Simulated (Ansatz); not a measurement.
# TiAl$_{3}$ under strains and displacements

Computed with DFT PBE, scalar-relativistic, plane waves, PAW in Ansatz.

Plane waves to 420 eV, a k mesh through Γ of 16×16×16 on the computed 4-atom cell and Gaussian smearing (0.10 eV); no spin polarisation.

Reference cell:

```
CELL_PARAMETERS angstrom
-1.91111 1.91111 4.28067
1.91111 -1.91111 4.28067
1.91111 1.91111 -4.28067
ATOMIC_POSITIONS crystal
Ti 0.00000 0.00000 0.00000
Al 0.50000 0.50000 0.00000
Al 0.75000 0.25000 0.50000
Al 0.25000 0.75000 0.50000
```

Each variant moves atoms of this cell by the vectors given, if any (Å), and then applies a symmetric strain (tensor components, Cartesian axes). The reference cell isn't relaxed at this level. Energies are per atom at zero smearing, counted from the lowest variant. Pressure is positive in compression.

1. strain (xx yy zz yz xz xy, %) 5.71 5.71 -3.29 0.00 0.00 0.00
2. strain (xx yy zz yz xz xy, %) 0.65 0.65 -2.35 0.00 0.00 0.00
3. strain (xx yy zz yz xz xy, %) -1.97 -1.97 -7.97 0.00 0.00 0.00
4. strain (xx yy zz yz xz xy, %) 0.61 0.61 6.61 0.00 0.00 0.00

```tsv
result	ΔE (meV/atom)	P (GPa)
A	131.0	20.12
B	0.0	3.32
C	49.9	-5.23
D	22.7	-4.86
```

(1) Which variant gave which result?

Results:

(1) A is 3, B is 2, C is 1, D is 4. The pressure falls as the cell grows: from the smallest volume to the largest the variants are 3, 2, 4, 1.